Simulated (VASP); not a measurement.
An input for VASP 6.6.1 (Tb):

Contents of run.py:

```python
from ase.calculators.vasp import Vasp
from ase.dft.bandgap import bandgap
from ase.io import read

atoms = read('Tb.cif')
calc = Vasp(
    directory='calc',
    xc='lda',
    pp='PBE',
    setups='minimal',
    prec='Accurate',
    encut=30,
    ediff=1e-06,
    ismear=1,
    sigma=0.2,
    lreal=False,
    lasph=True,
    nelm=80,
    algo='Fast',
    isif=2,
    lwave=False,
    lcharg=False,
    magmom=[[3.464, 3.464, 3.464]],
    lorbit=11,
    lsorbit=True,
    gga_compat=False,
    lorbmom=True,
    lmaxmix=6,
    kpts=[7, 7, 7],
    gamma=True,
)
atoms.calc = calc

print('energy (eV):', atoms.get_potential_energy())
print('free energy (eV):', atoms.get_potential_energy(force_consistent=True))
print('forces (eV/A):')
print(atoms.get_forces())
print('stress (eV/A^3, Voigt):', atoms.get_stress())
print('Fermi level (eV):', calc.get_fermi_level())
gap, top, bottom = bandgap(calc)
print('band gap (eV):', gap, 'from (spin, k, band)', top, 'to', bottom)
```

Tb.cif

```cif
data_Tb
_cell_length_a 3.75024830
_cell_length_b 3.75024830
_cell_length_c 3.75024830
_cell_angle_alpha 109.47122063
_cell_angle_beta 109.47122063
_cell_angle_gamma 109.47122063
_space_group_name_H-M_alt 'P1'
_space_group_name_Hall 'P 1'
_space_group_IT_number 1
loop_
_space_group_symop_operation_xyz
'x,y,z'
loop_
_atom_site_label
_atom_site_type_symbol
_atom_site_symmetry_multiplicity
_atom_site_Wyckoff_symbol
_atom_site_fract_x
_atom_site_fract_y
_atom_site_fract_z
_atom_site_occupancy
Tb1 Tb 1 a 0.0000000000 0.0000000000 0.0000000000 1
```

Potentials or basis: VASP PAW PBE potentials, release 64 (Tb).

Run with:

```bash
$ python run.py
```

Question: Does this run start?

Answer: The run stopped without a result. It printed:

Output:

```text
<dir> UserWarning: XC is set to LDA, but PP is set to PBE.
 Please check that this is really what you intended!

  warnings.warn("XC is set to LDA, but PP is set to "
Traceback (most recent call last):
  ...
TypeError: unsupported format string passed to numpy.ndarray.__format__
```
